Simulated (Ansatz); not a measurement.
Bi: single point with PBE

The system is Bi.

```xyz
1
Lattice="-1.9814 1.9814 1.9814 1.9814 -1.9814 1.9814 1.9814 1.9814 -1.9814" Properties=species:S:1:pos:R:3 pbc="T T T"
Bi    0.0000    0.0000    0.0000
```

This isn't the form of Bi at room conditions, which is rhombohedral.

```
Program             : Ansatz 0.2.0
Task                : single point
Functional          : PBE
Potentials or basis : all-electron LAPW, scalar-relativistic
Cutoff              : 159 eV (chosen from the basis error)
Basis error allowed : 0.001 eV/atom
k mesh              : 9 × 9 × 9
Occupations         : gaussian, width 0.025 eV
Spin                : no spin polarisation
```

The pressure is 0.9 GPa and the band gap on the k mesh is none (metal or under the smearing width).

Levels at points of the mesh, in eV from the Fermi level:
```tsv
k point	band 14	band 15	band 16	band 17	band 18	band 19	band 20	band 21	band 22	band 23
(0.00, 0.00, 0.00)	-23.06	-22.93	-22.93	-13.53	5.10	5.10	5.10	9.13	10.44	10.44
```

Wall time 7.5 s on 1 thread of Intel(R) Xeon(R) Processor @ 2.50GHz (Skylake/Cascade Lake), with other jobs on the host, peak memory 0.26 GiB.

Caveat: spin-orbit coupling is left out, which moves the levels of the heavy elements.
